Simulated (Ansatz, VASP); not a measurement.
# ScCl: VASP beside Ansatz, part 2 of 2

Wanted: the spread between two codes on one cell, functional and k mesh.

VASP 6.6.1 and Ansatz 0.2.0.

So far: Set-up; Ansatz: single point, PBEsol; VASP: single point, PBEsol.

**4. Differences**

Known differences besides the potentials themselves: the cutoff is 420 eV in Ansatz and 350 eV in VASP (PREC = Normal); Ansatz makes its cores anew for this functional, VASP keeps those of its PBE data sets; VASP leaves aspherical gradient terms in its spheres out (LASPH is not set), Ansatz keeps them. Total energies have different zeros and are not compared.

Both answers:

```
                                   quantity  Ansatz  VASP  difference
 work function, lower of the two faces (eV)    4.68  4.67       +0.01
work function, higher of the two faces (eV)    4.68  4.67       +0.02
```

Forces (eV/Å; atoms numbered as in POSCAR):

```csv
atom,"Ansatz x, y, z","VASP x, y, z"
Cl1,"0.000, 0.000, -0.377","0.000, 0.000, -0.340"
Cl2,"0.000, 0.000, 0.425","0.000, 0.000, 0.388"
Cl3,"0.000, 0.000, -0.425","0.000, 0.000, -0.388"
Cl4,"0.000, 0.000, 0.377","0.000, 0.000, 0.340"
Sc5,"0.000, 0.000, 0.416","0.000, 0.000, 0.385"
Sc6,"0.000, 0.000, -0.425","0.000, 0.000, -0.394"
Sc7,"0.000, 0.000, 0.425","0.000, 0.000, 0.394"
Sc8,"0.000, 0.000, -0.416","0.000, 0.000, -0.385"
```

The forces differ by 20 meV/Å r.m.s., which is 9.1 % of the r.m.s. force of 0.22 eV/Å (both taken over all components). VASP's log warns that it found no field-free region in the vacuum, so its work functions are uncertain.

**5. What the set-up changes**

Further runs change the set-up of one program: Ansatz's method, potentials or start, or VASP's data sets, cutoff or form of LDA. The table gives Ansatz less VASP for each quantity, since a change that brings one quantity closer may part another.

```csv
run,r.m.s. force difference (meV/Å),"work function, lower of the two faces (eV)","work function, higher of the two faces (eV)"
as above,20,0.013,0.016
cores kept as stored,19,0.015,0.016
Ansatz's larger PAW set (cutoff 920 eV),19,0.016,0.016
norm-conserving potentials (cutoff 1061 eV),20,0.011,0.013
```

**6. Ansatz: single point, LDA**

With cell and atoms fixed, the geometry can't cause a difference; cores, projectors, grids and the points listed under the comparison can.

The input, input.yaml:

```yaml
crystal:
  lattice:
    - [3.473, 0.0, 0.0]
    - [-1.7365, 3.007706227, 0.0]
    - [0.0, 0.0, 29.7047453333]
  atoms:
    - { symbol: Cl, position: [0.0, 0.0, 0.747515088] }
    - { symbol: Cl, position: [0.0, 0.0, 0.552212556] }
    - { symbol: Cl, position: [0.333333333, 0.666666667, 0.447787444] }
    - { symbol: Cl, position: [0.333333333, 0.666666667, 0.252484912] }
    - { symbol: Sc, position: [0.666666667, 0.333333333, 0.692155393] }
    - { symbol: Sc, position: [0.333333333, 0.666666667, 0.607572251] }
    - { symbol: Sc, position: [0.0, 0.0, 0.392427749] }
    - { symbol: Sc, position: [0.666666667, 0.333333333, 0.307844607] }
hamiltonian:
  xc: lda
  pseudopotentials: { kind: paw }
kpoints:
  mp_grid: { grid: [9, 9, 1] }
scf:
  occupations: { method: gaussian, width: 0.05 }
  n_extra_bands: 6
efield:
  axis: 3
  dipole_correction: true
  ramp_width: 0.04
output:
  forces: true
  eigenvalues: true
  write_density: true
  write_potential: true
  elf: true
  volumetric_format: npy
```

Command:

```
$ ansatz run input.yaml --threads 4 --pin off --max-ram 9216MiB --backend cpu --events-out ev --progress --plain --runs-dir out
```

Numbers of over 12 decimals in the logs are rounded to 6 here.

What it wrote:

```text
[...]
Crystal: 8 atoms, lattice volume = 310.289 Å³
Basis set: ecut = 420 eV, 6045 PW (Γ)
Bands: 42, of which v1, the nominal top of the filled ones, is band 36 counted from 1 (35 counted from 0)
Symmetry: 6 space group operations
k-points: 12 of 81 (time reversal used)
[...]
k-point 0: bands = [... 32 lower, 0.3276, 0.5589, 2.2827, 2.4530, 3.6977, 3.6977, 3.7072, 3.7072, ... 2 higher]
  k-point 1: bands = [... 32 lower, 0.5132, 0.6667, 2.3236, 2.4145, 3.4432, 3.4548, 3.7387, 3.7458, ... 2 higher]
  k-point 2: bands = [... 32 lower, 0.8100, 0.8492, 2.3180, 2.3316, 2.9672, 2.9872, 3.7680, 3.7951, ... 2 higher]
  k-point 11: bands = [... 32 lower, 1.9623, 1.9623, 2.2659, 2.2669, 2.2678, 2.2679, 4.3461, 4.4348, ... 2 higher]
[key lines of the parts left out:]
SCF converged after 13 iterations
Free energy (F): -12543.692254 eV
Fermi energy:    2.310209 eV
Dipole field:    D = 0.000041 V/Å  (p = 0.000071 e·Å, saw-weighted, corrected)
Work function:   Φ+ = 4.9271 eV   Φ− = 4.9283 eV
```

Wall time 3.7 s (4 threads of Intel Xeon Platinum 8488C (Sapphire Rapids), shared host); peak memory 0.68 GiB; 14 s of CPU time.

**7. VASP: single point, LDA**

The same cell, functional (in two slightly different forms), mesh and smearing now go to VASP, with its own data sets and cutoff.

The input, INCAR:

```
SYSTEM = ScCl
PREC = Normal
ENCUT = 350
EDIFF = 1E-06
NELM = 120
ISMEAR = 0
SIGMA = 0.05
LREAL = .FALSE.
ALGO = Normal
GGA = CA
NBANDS = 44
LORBIT = 11
LWAVE = .FALSE.
LCHARG = .FALSE.
KPAR = 4
IDIPOL = 3
LDIPOL = .TRUE.
DIPOL = 0.5 0.5 0.5
LVHAR = .TRUE.
LVACPOTAV = .TRUE.
```

The input, POSCAR:

```
ScCl
1.0
    3.4730000000      0.0000000000      0.0000000000
   -1.7365000000      3.0077062270      0.0000000000
    0.0000000000      0.0000000000     29.7047453333
Cl Sc
4 4
Direct
    0.0000000000      0.0000000000      0.7475150880
    0.0000000000      0.0000000000      0.5522125560
    0.3333333330      0.6666666670      0.4477874440
    0.3333333330      0.6666666670      0.2524849120
    0.6666666670      0.3333333330      0.6921553930
    0.3333333330      0.6666666670      0.6075722510
    0.0000000000      0.0000000000      0.3924277490
    0.6666666670      0.3333333330      0.3078446070
```

The input, KPOINTS:

```
Automatic mesh
0
Gamma
9 9 1
0 0 0
```

Potentials, in the order of the species: Cl and Sc_sv (PBE family, release 64).

Command:

```
$ mpirun -np 4 vasp_std
```

What it wrote:

```text
[banner, memory and clock lines left out]
running    4 mpi-ranks, on    1 nodes
[...]
[... a notice as in an earlier step ...]

 LDA part: xc-table for (Slater(with rela. corr.)+CA(PZ))
 , standard interpolation
 POSCAR, INCAR and KPOINTS ok, starting setup
[...]
entering main loop
       N       E                     dE             d eps       ncg     rms          rms(c)
DAV:   1     0.103135743241E+04    0.10314E+04   -0.27586E+04  1336   0.109E+03
DAV:   2     0.113397788553E+03   -0.91796E+03   -0.90288E+03  1408   0.537E+02
DAV:   3    -0.382840105532E+02   -0.15168E+03   -0.14727E+03  1816   0.204E+02
DAV:   4    -0.517223053358E+02   -0.13438E+02   -0.13274E+02  1712   0.619E+01
[...]
DAV:  23    -0.476316207119E+02   -0.84522E-05   -0.33176E-07   784   0.403E-03    0.712E-04
DAV:  24    -0.476316225562E+02   -0.18443E-05   -0.14426E-07   728   0.337E-03    0.559E-04
DAV:  25    -0.476316234228E+02   -0.86654E-06   -0.85936E-08   712   0.261E-03
 [... a notice as in an earlier step ...]

   1 F= -.47631623E+02 E0= -.47614468E+02  d E =-.343106E-01
```

From OUTCAR (step 7):

```text
  Total       -4.5363928     -4.5363928     -4.6702530      0.0000000      0.0000000      0.0000000
  in kB      -23.4236843    -23.4236843    -24.1148719      0.0000000      0.0000000      0.0000000
  external PRESSURE =     -23.6540801 kB  Pullay stress =       0.0000000 kB

 POSITION                                       TOTAL-FORCE (eV/Angst)
 -----------------------------------------------------------------------------------
      0.00000      0.00000     22.20475         0.000000      0.000000     -0.567421
      0.00000      0.00000     16.40333         0.000000     -0.000000      0.528673
     -0.00000      2.00514     13.30141        -0.000000     -0.000000     -0.528673
     -0.00000      2.00514      7.50000        -0.000000     -0.000000      0.567421
      1.73650      1.00257     20.56030         0.000000     -0.000000      0.460456
     -0.00000      2.00514     18.04778        -0.000000     -0.000000     -0.473376
      0.00000      0.00000     11.65697         0.000000     -0.000000      0.473376
      1.73650      1.00257      9.14445        -0.000000      0.000000     -0.460456
 -----------------------------------------------------------------------------------
    total drift:                                0.000005     -0.000001      0.000589

  FREE ENERGIE OF THE ION-ELECTRON SYSTEM (eV)
  ---------------------------------------------------
  free  energy   TOTEN  =       -47.6316234228 eV

  energy  without entropy=      -47.5973128490  energy(sigma->0) =      -47.61446814

[... 1 part as in an earlier step ...]

[... 2 further parts left out ...]
[key lines of the parts left out:]
E-fermi :   0.1574
```

**8. Side by side**

What differs besides the data sets and the points named for the pairs above, as far as they apply: the two LDA forms differ slightly; VASP's log shows a relativistic correction to its local exchange, Ansatz's none. Total energies have different zeros and are not compared.

Both answers:

```
                                   quantity  Ansatz  VASP  difference
 work function, lower of the two faces (eV)    4.93  4.92       +0.01
work function, higher of the two faces (eV)    4.93  4.92       +0.01
```

Forces (eV/Å; atoms numbered as in POSCAR):

```
atom        Ansatz x, y, z          VASP x, y, z
 Cl1  0.000, 0.000, -0.615  0.000, 0.000, -0.567
 Cl2   0.000, 0.000, 0.576   0.000, 0.000, 0.529
 Cl3  0.000, 0.000, -0.576  0.000, 0.000, -0.529
 Cl4   0.000, 0.000, 0.615   0.000, 0.000, 0.567
 Sc5   0.000, 0.000, 0.500   0.000, 0.000, 0.460
 Sc6  0.000, 0.000, -0.513  0.000, 0.000, -0.473
 Sc7   0.000, 0.000, 0.513   0.000, 0.000, 0.473
 Sc8  0.000, 0.000, -0.500  0.000, 0.000, -0.460
```

The forces differ by 25 meV/Å r.m.s., which is 8.6 % of the r.m.s. force of 0.29 eV/Å (both taken over all components). VASP's log warns that it found no field-free region in the vacuum, so its work functions are uncertain.

**9. Further runs**

Further runs change the set-up of one program: Ansatz's method, potentials or start, or VASP's data sets, cutoff or form of LDA. The table gives Ansatz less VASP for each quantity, since a change that brings one quantity closer may part another.

```csv
run,r.m.s. force difference (meV/Å),"work function, lower of the two faces (eV)","work function, higher of the two faces (eV)"
as above,25,0.0085,0.0098
cores kept as stored,24,0.011,0.011
Ansatz's larger PAW set (cutoff 920 eV),24,0.0092,0.0099
norm-conserving potentials (cutoff 1061 eV),26,0.0067,0.0070
```

**10. Ansatz: single point, RPBE**

With cell and atoms fixed, the geometry can't cause a difference; cores, projectors, grids and the points listed under the comparison can.

input.yaml, as its differences from that of step 6:

```diff
@@ -15,3 +15,3 @@
 hamiltonian:
-  xc: lda
+  xc: rpbe
   pseudopotentials: { kind: paw }
@@ -29,5 +29 @@
   eigenvalues: true
-  write_density: true
-  write_potential: true
-  elf: true
-  volumetric_format: npy
```

Command:

```
$ ansatz run input.yaml --threads 4 --pin off --max-ram 9216MiB --backend cpu --events-out ev --progress --plain --runs-dir out
```

What it wrote:

```text
[...]
Crystal: 8 atoms, lattice volume = 310.289 Å³
Basis set: ecut = 420 eV, 6045 PW (Γ), exchange–correlation on 48×48×400 points (8 copies of the dense FFT grid, shifted against one another)
Bands: 42, of which v1, the nominal top of the filled ones, is band 36 counted from 1 (35 counted from 0)
Symmetry: 6 space group operations
[...]
k-point 0: bands = [... 32 lower, 0.6703, 0.8713, 2.7279, 2.8753, 4.1895, 4.1895, 4.1985, 4.1985, ... 2 higher]
  k-point 1: bands = [... 32 lower, 0.8401, 0.9750, 2.7623, 2.8410, 3.9312, 3.9417, 4.2275, 4.2343, ... 2 higher]
  k-point 2: bands = [... 32 lower, 1.1360, 1.1710, 2.7529, 2.7645, 3.4420, 3.4609, 4.2762, 4.3015, ... 2 higher]
  k-point 11: bands = [... 32 lower, 2.3729, 2.3729, 2.6560, 2.6570, 2.6573, 2.6573, 4.8433, 4.9144, ... 2 higher]
[key lines of the parts left out:]
SCF converged after 11 iterations
Free energy (F): -12904.556961 eV
Fermi energy:    2.735116 eV
Dipole field:    D = -0.000004 V/Å  (p = -0.000006 e·Å, saw-weighted, corrected)
Work function:   Φ+ = 4.5261 eV   Φ− = 4.5260 eV
```

Run time: 2.6 s. Hardware: 4 threads; peak memory 0.69 GiB.

**11. VASP: single point, RPBE**

The same cell, functional, mesh and smearing now go to VASP, with its own data sets and cutoff.

INCAR, as its differences from that of step 7:

```diff
@@ -9,3 +9,3 @@
 ALGO = Normal
-GGA = CA
+GGA = RP
 NBANDS = 44
```

POSCAR is that of step 7.

KPOINTS is that of step 7.

Command:

```
$ mpirun -np 4 vasp_std
```

What it wrote:

```text
[banner, memory and clock lines left out]
running    4 mpi-ranks, on    1 nodes
[...]
[... a notice as in an earlier step ...]

 LDA part: xc-table for (Slater+PW92), standard interpolation
 POSCAR, INCAR and KPOINTS ok, starting setup
[...]
entering main loop
       N       E                     dE             d eps       ncg     rms          rms(c)
DAV:   1     0.104231495765E+04    0.10423E+04   -0.27719E+04  1336   0.109E+03
DAV:   2     0.122524079036E+03   -0.91979E+03   -0.90450E+03  1416   0.540E+02
DAV:   3    -0.315139132587E+02   -0.15404E+03   -0.14971E+03  1816   0.205E+02
DAV:   4    -0.448155005972E+02   -0.13302E+02   -0.13145E+02  1720   0.618E+01
[...]
DAV:  22    -0.411222578143E+02   -0.19081E-04   -0.92525E-07   880   0.460E-03    0.650E-04
DAV:  23    -0.411222658632E+02   -0.80488E-05   -0.45631E-07   808   0.363E-03    0.579E-04
DAV:  24    -0.411222666435E+02   -0.78030E-06   -0.11918E-07   752   0.300E-03
 [... a notice as in an earlier step ...]

   1 F= -.41122267E+02 E0= -.41106275E+02  d E =-.319834E-01
```

OUTCAR, selected parts (step 11):

```text
  Total        3.9202344      3.9202344      2.6932270      0.0000000      0.0000000      0.0000000
  in kB       20.2421474     20.2421474     13.9064893      0.0000000      0.0000000      0.0000000
  external PRESSURE =      18.1302613 kB  Pullay stress =       0.0000000 kB

 POSITION                                       TOTAL-FORCE (eV/Angst)
 -----------------------------------------------------------------------------------
      0.00000      0.00000     22.20475        -0.000000     -0.000000      0.105834
      0.00000      0.00000     16.40333         0.000000      0.000000      0.107403
     -0.00000      2.00514     13.30141         0.000000      0.000000     -0.107403
     -0.00000      2.00514      7.50000        -0.000000      0.000000     -0.105834
      1.73650      1.00257     20.56030        -0.000000      0.000000      0.211250
     -0.00000      2.00514     18.04778        -0.000000      0.000000     -0.204986
      0.00000      0.00000     11.65697        -0.000000     -0.000000      0.204986
      1.73650      1.00257      9.14445         0.000000     -0.000000     -0.211250
 -----------------------------------------------------------------------------------
    total drift:                                0.000005     -0.000001      0.000589

  FREE ENERGIE OF THE ION-ELECTRON SYSTEM (eV)
  ---------------------------------------------------
  free  energy   TOTEN  =       -41.1222666435 eV

  energy  without entropy=      -41.0902832782  energy(sigma->0) =      -41.10627496

[... 2 parts as in an earlier step ...]

[... 1 further part left out ...]
[key lines of the parts left out:]
E-fermi :   0.5835
```

**12. Comparison**

Both answers:

```csv
quantity,Ansatz,VASP,difference
"work function, lower of the two faces (eV)",4.53,4.51,+0.01
"work function, higher of the two faces (eV)",4.53,4.51,+0.01
```

Forces (eV/Å; atoms numbered as in POSCAR):

```
atom        Ansatz x, y, z          VASP x, y, z
 Cl1   0.000, 0.000, 0.072   0.000, 0.000, 0.106
 Cl2   0.000, 0.000, 0.142   0.000, 0.000, 0.107
 Cl3  0.000, 0.000, -0.142  0.000, 0.000, -0.107
 Cl4  0.000, 0.000, -0.072  0.000, 0.000, -0.106
 Sc5   0.000, 0.000, 0.235   0.000, 0.000, 0.211
 Sc6  0.000, 0.000, -0.229  0.000, 0.000, -0.205
 Sc7   0.000, 0.000, 0.229   0.000, 0.000, 0.205
 Sc8  0.000, 0.000, -0.235  0.000, 0.000, -0.211
```

The forces differ by 17 meV/Å r.m.s., which is 17.6 % of the r.m.s. force of 0.10 eV/Å (both taken over all components). VASP's log warns that it found no field-free region in the vacuum, so its work functions are uncertain.

**13. Other set-ups**

Further runs change the set-up of one program: Ansatz's method, potentials or start, or VASP's data sets, cutoff or form of LDA. The table gives Ansatz less VASP for each quantity, since a change that brings one quantity closer may part another.

```
                                        run  r.m.s. force difference (meV/Å)  work function, lower of the two faces (eV)  work function, higher of the two faces (eV)
                                   as above                               17                                       0.015                                        0.015
                       cores kept as stored                               17                                       0.014                                        0.014
    Ansatz's larger PAW set (cutoff 920 eV)                               16                                       0.015                                        0.016
norm-conserving potentials (cutoff 1061 eV)                               26                                       0.024                                        0.029
```

**14. Results**

* r.m.s. force difference (single point, PBEsol): 9.1 % of the r.m.s. force
* r.m.s. force difference (single point, LDA): 8.6 % of the r.m.s. force
* r.m.s. force difference (single point, RPBE): 17 meV/Å

**Reading.** The r.m.s. force difference is 9.1 % of the r.m.s. force (single point, PBEsol), beyond the 3 % picked in this series as the mark of a large difference. For single point, PBEsol, no further run moves any of the tabulated differences by more than a quarter of its size. Single point, LDA, cores kept as stored: the difference in work function, lower of the two faces goes from 0.0085 to 0.011 eV. Single point, LDA, norm-conserving potentials (cutoff 1061 eV): the difference in work function, higher of the two faces goes from 0.0098 to 0.0070 eV. Single point, RPBE, norm-conserving potentials (cutoff 1061 eV): r.m.s. force difference goes from 17 to 26 meV/Å; the difference in work function, lower of the two faces goes from 0.015 to 0.024 eV; the difference in work function, higher of the two faces goes from 0.015 to 0.029 eV. 3 further runs of this series are not shown here. How closely two codes agree says nothing of how well the functional describes the real material.

[Lines on the potential files, build, host, timing and source positions are cut from VASP's logs without a mark.]

[Logs are printed without paths, hosts, clocks, repeated set-up lines and the standing remarks that a program may print on its own settings, such as how far it seeks lower states.]

[Hosts, paths, dates, database ids (printed as entryN), source tags and the programs' standing remarks are cut or masked in the printed files.]
